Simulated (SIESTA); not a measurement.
# La2O3 (P-3m1) in SIESTA: notebook, part 2 of 2

SIESTA 5.4.2. Earlier steps stand in the parts before.

### Step 3. Single point, LDA, 15.38 Å³/atom

The input, La2O3.fdf:

```
SystemName                      La2O3
SystemLabel                     La2O3
NumberOfSpecies                 2
NumberOfAtoms                   5
%block ChemicalSpeciesLabel
  1  57 La
  2   8 O
%endblock ChemicalSpeciesLabel

LatticeConstant                 1.0 Ang
%block LatticeVectors
     3.8505354057     0.0000000000     0.0000000000
    -1.9252677029     3.3346614796     0.0000000000
     0.0000000000     0.0000000000     5.9871847653
%endblock LatticeVectors
AtomicCoordinatesFormat         Fractional
%block AtomicCoordinatesAndAtomicSpecies
     0.3333333333     0.6666666667     0.2462356800  1  La
     0.6666666667     0.3333333333     0.7537643200  1  La
     0.0000000000     0.0000000000     0.0000000000  2  O
     0.3333333333     0.6666666667     0.6458906500  2  O
     0.6666666667     0.3333333333     0.3541093500  2  O
%endblock AtomicCoordinatesAndAtomicSpecies

%block kgrid.MonkhorstPack
    6   0   0  0.0
    0   6   0  0.0
    0   0   4  0.0
%endblock kgrid.MonkhorstPack
XC.Functional                   LDA
XC.Authors                      PW92
PAO.BasisSize                   DZP
PAO.EnergyShift                 0.003 Ry
Mesh.Cutoff                     800 Ry
OccupationFunction              FD
ElectronicTemperature           0.05 eV
MaxSCFIterations                120
SCF.MustConverge                false
SCF.Mixer.Method                Pulay
SCF.Mixer.Weight                0.25
SCF.Mixer.History               8
SCF.DM.Tolerance                5.0e-05
SCF.H.Tolerance                 1.0e-03 eV
WriteForces                     true
Charge.Mulliken                 end
%block PAO.Basis
  La 5
  n=5 0 2
    4.197 0.000
  n=6 0 2
    9.500 0.000
  n=5 1 2
    4.957 0.000
  n=6 1 1
    9.500
  n=5 2 2
    8.463 0.000
%endblock PAO.Basis
```

Potentials or basis: PseudoDojo 0.4 standard (PBE and LDA files), DZP (energy shift 0.003 Ry; two zetas on semicore shells).

The run is started by

```sh
> siesta < La2O3.fdf > La2O3.out 2>&1
```

La2O3.out:

```text
Version         : 5.4.2

[... 6 lines left out ...]
 NOTE: Please see the manual for full details and compatibility measures.

reinit: Reading from standard input
reinit: Dumping input in INPUT_TMP.45597
************************** Dump of input data file ****************************
SystemName                      La2O3
SystemLabel                     La2O3
NumberOfSpecies                 2
NumberOfAtoms                   5
%block ChemicalSpeciesLabel
  1  57 La
  2   8 O
%endblock ChemicalSpeciesLabel
LatticeConstant                 1.0 Ang
%block LatticeVectors
     3.8505354057     0.0000000000     0.0000000000
    -1.9252677029     3.3346614796     0.0000000000
     0.0000000000     0.0000000000     5.9871847653
%endblock LatticeVectors
AtomicCoordinatesFormat         Fractional
%block AtomicCoordinatesAndAtomicSpecies
     0.3333333333     0.6666666667     0.2462356800  1  La
     0.6666666667     0.3333333333     0.7537643200  1  La
     0.0000000000     0.0000000000     0.0000000000  2  O
     0.3333333333     0.6666666667     0.6458906500  2  O
     0.6666666667     0.3333333333     0.3541093500  2  O
%endblock AtomicCoordinatesAndAtomicSpecies
%block kgrid.MonkhorstPack
    6   0   0  0.0
    0   6   0  0.0
    0   0   4  0.0
%endblock kgrid.MonkhorstPack
XC.Functional                   LDA
XC.Authors                      PW92
PAO.BasisSize                   DZP
PAO.EnergyShift                 0.003 Ry
Mesh.Cutoff                     800 Ry
OccupationFunction              FD
ElectronicTemperature           0.05 eV
MaxSCFIterations                120
SCF.MustConverge                false
SCF.Mixer.Method                Pulay
SCF.Mixer.Weight                0.25
SCF.Mixer.History               8
SCF.DM.Tolerance                5.0e-05
[... 690 lines left out ...]
siesta:      1    0.000000    0.000000   -0.776190
siesta:      2   -0.000000   -0.000000    0.776190
siesta:      3   -0.000000    0.000000   -0.000000
siesta:      4    0.000000    0.000000   -0.227874
siesta:      5   -0.000000   -0.000000    0.227874
siesta: ----------------------------------------
siesta:    Tot    0.000000   -0.000000    0.000000

siesta: Stress tensor (static) (eV/Ang**3):
siesta:    -0.079723   -0.000000    0.000000
siesta:    -0.000000   -0.079723   -0.000000
siesta:     0.000000    0.000000   -0.053552

siesta: Cell volume =         76.876842 Ang**3

siesta: Pressure (static):
siesta:                Solid            Molecule  Units
siesta:           0.00077328          0.00068070  Ry/Bohr**3
siesta:           0.07099974          0.06249913  eV/Ang**3
siesta:         113.75412891        100.13465264  kBar

Basis Enthalpy Calculation:
    Basis Pressure for species 1(La) :      0.2000000 GPa
    Basis Pressure for species 2(O) :      0.2000000 GPa

    Orbital volume contribution        =           5.663581 eV
    (Free)E + p_basis*V_orbitals       =       -3256.999777 eV
    (Free)Eharris+ p_basis*V_orbitals  =       -3256.999777 eV

mulliken: Atomic and Orbital Populations:

Species: La
Atom  Qatom  Qorb
               5s      5s      6s      6s      5py     5pz     5px     5py
               5pz     5px     6py     6pz     6px     5dxy    5dyz    5dz2
               5dxz    5dx2-y2 5dxy    5dyz    5dz2    5dxz    5dx2-y2
   1  9.627   1.819   0.041   0.070   0.169   1.898   1.894   1.898   0.043
              0.040   0.043   0.114   0.091   0.114   0.316   0.302   0.327

              0.302   0.316  -0.026  -0.037  -0.046  -0.037  -0.026
   2  9.627   1.819   0.041   0.070   0.169   1.898   1.894   1.898   0.043
              0.040   0.043   0.114   0.091   0.114   0.316   0.302   0.327

              0.302   0.316  -0.026  -0.037  -0.046  -0.037  -0.026

Species: O
Atom  Qatom  Qorb
               2s      2s      2py     2pz     2px     2py     2pz     2px
               3Pdxy   3Pdyz   3Pdz2   3Pdxz   3Pdx2-y2
   3  6.871   1.914  -0.074   2.018   2.046   2.018  -0.356  -0.352  -0.356
              0.003   0.003   0.002   0.003   0.003
   4  6.937   2.018  -0.154   2.092   2.095   2.092  -0.408  -0.416  -0.408
              0.006   0.005   0.006   0.005   0.006
   5  6.937   2.018  -0.154   2.092   2.095   2.092  -0.408  -0.416  -0.408
              0.006   0.005   0.006   0.005   0.006

mulliken: Qtot =       40.000

Mulliken Atomic Populations:
Atom #   charge [q] valence [e]  Species
     1     1.372800    9.627200  La
     2     1.372800    9.627200  La
     3    -0.870716    6.870716  O
     4    -0.937442    6.937442  O
     5    -0.937442    6.937442  O
 Total     0.000000

Job completed
```

Wall time 2.4 min (1 thread of Arm Neoverse V1, shared host); peak memory 0.54 GiB.

What came out:

```
Free energy            : -3262.6634 eV
Pressure               : 11.4 GPa
Largest force          : 0.776 eV/Å
Band gap on the k mesh : 3.59 eV, indirect (least direct gap 3.65 eV)
```

Caveat: the potentials were made for another functional, which shifts forces and pressure; spin-orbit coupling is left out, which moves the levels of the heavy elements; the basis of atomic orbitals isn't converged, which shifts pressures, moduli and gaps.

### Step 4. Single point, LDA, 15.70 Å³/atom

La2O3.fdf, as its differences from that of step 3:

```diff
@@ -11,5 +11,5 @@
 %block LatticeVectors
-     3.8505354057     0.0000000000     0.0000000000
-    -1.9252677029     3.3346614796     0.0000000000
-     0.0000000000     0.0000000000     5.9871847653
+     3.8776527457     0.0000000000     0.0000000000
+    -1.9388263728     3.3581457848     0.0000000000
+     0.0000000000     0.0000000000     6.0293494275
 %endblock LatticeVectors
```

The run is started by

```sh
> siesta < La2O3.fdf > La2O3.out 2>&1
```

It took 2.4 min on 1 thread of Arm Neoverse V1, shared host; peak memory 0.53 GiB.

Results (log left out):

| Item | Value |
| --- | --- |
| Free energy | -3262.7589 eV |
| Pressure | 7.5 GPa |
| Largest force | 0.571 eV/Å |
| Band gap on the k mesh | 3.60 eV, indirect (least direct gap 3.68 eV) |

Caveat: the potentials were made for another functional, which shifts forces and pressure; spin-orbit coupling is left out, which moves the levels of the heavy elements; the basis of atomic orbitals isn't converged, which shifts pressures, moduli and gaps.

### Step 5. Single point, LDA, 16.03 Å³/atom

La2O3.fdf, as its differences from that of step 4:

```diff
@@ -11,5 +11,5 @@
 %block LatticeVectors
-     3.8776527457     0.0000000000     0.0000000000
-    -1.9388263728     3.3581457848     0.0000000000
-     0.0000000000     0.0000000000     6.0293494275
+     3.9043960235     0.0000000000     0.0000000000
+    -1.9521980118     3.3813061428     0.0000000000
+     0.0000000000     0.0000000000     6.0709324617
 %endblock LatticeVectors
```

The run is started by

```sh
> siesta < La2O3.fdf > La2O3.out 2>&1
```

It took 2.3 min on 1 thread of Arm Neoverse V1, shared host; peak memory 0.52 GiB.

The run converged. Its results:

```yaml
Free_energy: -3262.8172 eV
Pressure: 4.0 GPa
Largest_force: 0.394 eV/Å
Band_gap_on_the_k_mesh: 3.61 eV, indirect (least direct gap 3.70 eV)
```

Caveat: the potentials were made for another functional, which shifts forces and pressure; spin-orbit coupling is left out, which moves the levels of the heavy elements; the basis of atomic orbitals isn't converged, which shifts pressures, moduli and gaps.

### Step 6. Single point, LDA, 16.36 Å³/atom

La2O3.fdf, as its differences from that of step 5:

```diff
@@ -11,5 +11,5 @@
 %block LatticeVectors
-     3.9043960235     0.0000000000     0.0000000000
-    -1.9521980118     3.3813061428     0.0000000000
-     0.0000000000     0.0000000000     6.0709324617
+     3.9307778780     0.0000000000     0.0000000000
+    -1.9653889390     3.4041534990     0.0000000000
+     0.0000000000     0.0000000000     6.1119535200
 %endblock LatticeVectors
```

Potentials or basis: PseudoDojo 0.4 standard (PBE and LDA files), DZP (energy shift 0.003 Ry; two zetas on semicore shells).

The run is started by

```sh
> siesta < La2O3.fdf > La2O3.out 2>&1
```

It took 2.2 min on 1 thread of Arm Neoverse V1, shared host; peak memory 0.51 GiB.

Results (log left out):

* Free energy: -3262.8413 eV
* Pressure: 0.8 GPa
* Largest force: 0.220 eV/Å
* Band gap on the k mesh: 3.59 eV, indirect (least direct gap 3.72 eV)

Caveat: the potentials were made for another functional, which shifts forces and pressure; spin-orbit coupling is left out, which moves the levels of the heavy elements; the basis of atomic orbitals isn't converged, which shifts pressures, moduli and gaps.

### Step 7. Single point, LDA, 16.68 Å³/atom

La2O3.fdf, as its differences from that of step 6:

```diff
@@ -11,5 +11,5 @@
 %block LatticeVectors
-     3.9307778780     0.0000000000     0.0000000000
-    -1.9653889390     3.4041534990     0.0000000000
-     0.0000000000     0.0000000000     6.1119535200
+     3.9568102782     0.0000000000     0.0000000000
+    -1.9784051391     3.4266982189     0.0000000000
+     0.0000000000     0.0000000000     6.1524312130
 %endblock LatticeVectors
```

The run is started by

```sh
> siesta La2O3.fdf > La2O3.out 2>&1
```

It took 2.1 min on 1 thread of Arm Neoverse V1, shared host; peak memory 0.51 GiB.

Results (log left out):

| Quantity | Value |
| --- | --- |
| Free energy | -3262.8344 eV |
| Pressure | -2.0 GPa |
| Largest force | 0.126 eV/Å |
| Band gap on the k mesh | 3.56 eV, indirect (least direct gap 3.73 eV) |

Caveat: the potentials were made for another functional, which shifts forces and pressure; spin-orbit coupling is left out, which moves the levels of the heavy elements; the basis of atomic orbitals isn't converged, which shifts pressures, moduli and gaps.

### Step 8. Single point, LDA, 17.01 Å³/atom

La2O3.fdf, as its differences from that of step 7:

```diff
@@ -11,5 +11,5 @@
 %block LatticeVectors
-     3.9568102782     0.0000000000     0.0000000000
-    -1.9784051391     3.4266982189     0.0000000000
-     0.0000000000     0.0000000000     6.1524312130
+     3.9825045714     0.0000000000     0.0000000000
+    -1.9912522857     3.4489501296     0.0000000000
+     0.0000000000     0.0000000000     6.1923831845
 %endblock LatticeVectors
```

The run is started by

```sh
> siesta < La2O3.fdf > La2O3.out 2>&1
```

It took 2.1 min on 1 thread of Arm Neoverse V1, shared host; peak memory 0.5 GiB.

The run converged. Its results:

- Free energy: -3262.8001 eV
- Pressure: -4.6 GPa
- Largest force: 0.098 eV/Å
- Band gap on the k mesh: 3.53 eV, indirect (least direct gap 3.73 eV)

Caveat: the potentials were made for another functional, which shifts forces and pressure; spin-orbit coupling is left out, which moves the levels of the heavy elements; the basis of atomic orbitals isn't converged, which shifts pressures, moduli and gaps.

### Step 9. Single point, LDA, 17.34 Å³/atom

La2O3.fdf, as its differences from that of step 8:

```diff
@@ -11,5 +11,5 @@
 %block LatticeVectors
-     3.9825045714     0.0000000000     0.0000000000
-    -1.9912522857     3.4489501296     0.0000000000
-     0.0000000000     0.0000000000     6.1923831845
+     4.0078715265     0.0000000000     0.0000000000
+    -2.0039357633     3.4709185571     0.0000000000
+     0.0000000000     0.0000000000     6.2318261790
 %endblock LatticeVectors
```

Potentials or basis: PseudoDojo 0.4 standard (PBE and LDA files), DZP (energy shift 0.003 Ry; two zetas on semicore shells).

The run is started by

```sh
> siesta La2O3.fdf > La2O3.out 2>&1
```

Run time: 2 min. Hardware: 1 thread of Arm Neoverse V1, shared host; peak memory 0.49 GiB.

Results (log left out):

```
Free energy            : -3262.7408 eV
Pressure               : -6.9 GPa
Largest force          : 0.234 eV/Å
Band gap on the k mesh : 3.50 eV, indirect (least direct gap 3.74 eV)
```

Caveat: the potentials were made for another functional, which shifts forces and pressure; spin-orbit coupling is left out, which moves the levels of the heavy elements; the basis of atomic orbitals isn't converged, which shifts pressures, moduli and gaps.

### Step 10. Equation of state, LDA

Potentials or basis: PseudoDojo 0.4 standard (PBE and LDA files), DZP (energy shift 0.003 Ry; two zetas on semicore shells).

This step only gathers the single runs of the series.

What came out:

* Equilibrium volume: 16.45 Å³/atom
* Bulk modulus at fixed shape and positions: 147 GPa
* Pressure derivative of the bulk modulus: 4.2

Energy against volume, from the lowest point:
```
volume (Å³/atom)  energy (meV/atom)
          15.375              35.58
          15.703              16.47
          16.030               4.82
          16.357               0.00
          16.684               1.38
          17.011               8.23
          17.338              20.10
```

Caveat: the potentials were made for another functional, which shifts forces and pressure; the cell was scaled at fixed shape and fractional positions, which overstates the stiffness of a crystal with free parameters, most of all of layers and chains; the basis of atomic orbitals isn't converged, which shifts pressures, moduli and gaps. Spin-orbit coupling is left out, which matters for the levels of La.
